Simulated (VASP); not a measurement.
A run of VASP 6.6.1 is set up as follows.

File INCAR:

```
SYSTEM = PbSe
PREC = Accurate
ENCUT = 520
EDIFF = 1E-6
ISMEAR = -1
SIGMA = 0.05
LREAL = .FALSE.
LASPH = .TRUE.
NELM = 80
ALGO = Normal
ISIF = 2
LWAVE = .FALSE.
LCHARG = .TRUE.
GGA = RE
IVDW = 13
LELF = .TRUE.
LVHAR = .TRUE.
NBANDS = 17
```

Contents of KPOINTS:

```
regular mesh
0
G
  8 8 8
  0 0 0
```

Contents of POSCAR:

```
PbSe
1.0
    0.0000000000      3.0809197960      3.0809197960
    3.0809197960      0.0000000000      3.0809197960
    3.0809197960      3.0809197960      0.0000000000
Pb Se
1 1
Direct
    0.0000000000      0.0000000000      0.0000000000
    0.5000000000      0.5000000000      0.5000000000
```

Potentials or basis: VASP PAW PBE potentials, release 64 (Pb_d, Se).

Command:

```console
$ cat potpaw_PBE.64/Pb_d/POTCAR potpaw_PBE.64/Se/POTCAR > POTCAR
$ mpirun -np 1 vasp_std > vasp.out
```

Problem. Predict the band gap on the k mesh.

Solution. 0.42 eV, direct.

Problem. Predict the dispersion energy per atom.

Solution. -0.606 eV.

Problem. Estimate the pressure.

Solution. -0.6 GPa.

Caveat: the PAW data sets were made with another functional, which shifts forces and pressure a little; spin-orbit coupling is left out, which moves the levels of the heavy elements.

**Experimental background.**

From a printed reference work, monograph, for a bulk crystal of PbSe at 4.2 K: band gap 0.15 eV (direct).

A measured gap of PbSe is 0.15 eV (direct; 4.2 K; a printed reference work, monograph); the calculated 0.42 eV misses it by +0.27 eV. 2 values of this kind are on record (0.15 to 0.28 eV); this one was drawn at random. Spin-orbit coupling on Pb, Se is left out. The value is that of revPBE+D4 on a finite k mesh, which can miss the band edges, without temperature or zero-point motion.
